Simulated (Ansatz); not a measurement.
Write the native input for Ansatz 0.2.0 that does the following.

| Property | Result |
| --- | --- |
| Task | single point |
| Functional | PBE |
| Potentials or basis | Ansatz PAW |
| Cutoff | 350 eV |
| Density cutoff | 1400 eV |
| k mesh | 12 × 12 × 4 |
| Occupations | fermi-dirac, width 0.05 eV |
| Spin | collinear spin, ferromagnetic start |
| Starting moments | [2.0, 2.0, 2.0, 2.0] μB |

The system is Co.

```
Co
1.0
     2.47056    0.00000    0.00000
    -1.23528    2.13957    0.00000
     0.00000    0.00000    8.08823
Co
4
Direct
  0.66667 0.33333 0.75000
  0.00000 0.00000 0.50000
  0.33333 0.66667 0.25000
  0.00000 0.00000 0.00000
```

These files were run (other wordings do the same):

input.yaml

```yaml
crystal:
  lattice:
    - [2.4705617809, 0.0, 0.0]
    - [-1.2352808905, 2.1395692639, 0.0]
    - [0.0, 0.0, 8.0882338]
  atoms:
    - { symbol: Co, position: [0.6666666667, 0.3333333333, 0.75], spin: 2.0 }
    - { symbol: Co, position: [0.0, 0.0, 0.5], spin: 2.0 }
    - { symbol: Co, position: [0.3333333333, 0.6666666667, 0.25], spin: 2.0 }
    - { symbol: Co, position: [0.0, 0.0, 0.0], spin: 2.0 }
hamiltonian:
  xc: pbe
  pseudopotentials: { kind: paw }
magnetization:
  spin_polarized: true
kpoints:
  mp_grid: { grid: [12, 12, 4] }
scf:
  occupations: { method: fermi_dirac, width: 0.05 }
basis:
  ecutwfc: "350 eV"
output:
  forces: true
  stress: true
  eigenvalues: true
```

Potentials or basis: Ansatz PAW.

Command:

```bash
$ ansatz run input.yaml --threads 2 --pin off --max-ram 5120MiB --backend cpu --events-out ev --progress --plain --runs-dir out
```

Results of the run:

```yaml
Pressure: 4.4 GPa
Band_gap_on_the_k_mesh: none (metal or under the smearing width)
Net_moment: 6.60 μB per cell
Absolute_moment: 7.19 μB per cell
Site_moments: Co +1.73, +1.71 μB
```

Caveat: the pressure holds a Pulay correction of +9.0 GPa for the finite cutoff; the cutoff lies under the one recommended for these potentials.

It took 16 s on 2 threads of Arm Neoverse N1, on a shared host, peak memory 0.47 GiB.
